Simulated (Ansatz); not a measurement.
Take Li3N (space group P6/mmm, No. 191; a = 3.634 Å, c = 3.865 Å) as the base. Axes: x lies along a and z along c of the hexagonal cell.

Level of theory: Kohn–Sham DFT with the PBE functional, run in Ansatz (a quantum-chemistry and plane-wave program) with PAW and 420 eV plane waves, no spin-orbit coupling.

Strains are applied to the cell and any free atomic positions relax; under biaxial strain the out-of-plane vector relaxes too.

One change was made to it. Results:

The band gap rises by 0.094 eV (1.06 eV → 1.16 eV); the gap character changes from indirect, A → Γ to indirect, A → L; the pressure (mean of the normal stresses, compression positive) goes from zero to 2.55 GPa.

Q: Which change produced these results?
(A) isotropic strain −1.46 %
(B) biaxial strain −0.83 %, plane normal [001], relaxed out of plane
(C) tensor shear ε_xy = −2.32 %
(D) biaxial strain +1.58 %, plane normal [001], relaxed out of plane
(E) uniaxial strain ε_zz = −4.05 %

A: A, isotropic strain −1.46 %. For comparison, the band gap in the other runs: tensor shear ε_xy = −2.32 % gives 1.03 eV; biaxial strain +1.58 %, plane normal [001], relaxed out of plane gives 1.02 eV; uniaxial strain ε_zz = −4.05 % gives 1.21 eV; biaxial strain −0.83 %, plane normal [001], relaxed out of plane gives 1.08 eV.

Gaps are Kohn–Sham eigenvalue differences; semilocal functionals usually give less than the measured gap. Whether these cells are dynamically stable was not tested. k-point labels follow each cell's own Brillouin zone.
